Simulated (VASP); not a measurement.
Input of a VASP 6.6.1 run:

Contents of INCAR:

```
ALGO = Normal
EDIFF = 1E-7
ENCUT = 520
GGA = PE
ISIF = 2
ISMEAR = -1
ISPIN = 2
LASPH = T
LCHARG = F
LMAXMIX = 4
LORBIT = 11
LREAL = F
LWAVE = F
MAGMOM = 3 3 3 2
NBANDS = 28
NELM = 150
PREC = Accurate
SIGMA = 0.05
```

KPOINTS

```
k-points
0
Gamma
  7 7 8
```

The input POSCAR:

```
Fe3Co
1.0
    4.1657346100      0.0000000000      0.0000000000
   -2.0828673000      3.6076320000      0.0000000000
    0.0000000000      0.0000000000      3.3268228900
Fe Co
3 1
Direct
    0.5000000000      0.0000000000      0.0000000000
    0.0000000000      0.5000000000      0.0000000000
    0.5000000000      0.5000000000      0.0000000000
    0.0000000000      0.0000000000      0.5000000000
```

Potentials or basis: VASP PAW PBE potentials, release 64 (Fe, Co).

The run is started by

```bash
$ cat potpaw_PBE.64/Fe/POTCAR potpaw_PBE.64/Co/POTCAR > POTCAR
$ mpirun -np 1 vasp_std > vasp.out
```

(1) Predict the net moment.

(2) Estimate the site moments.

(3) Predict the pressure.

## Answers

(1) 7.45 μB per cell.

(2) Fe +1.91; Co +1.65 μB.

(3) 20.8 GPa.

Caveat: so large a pressure means that the cell lies far from this level's equilibrium, or that cutoff or potentials fall short.
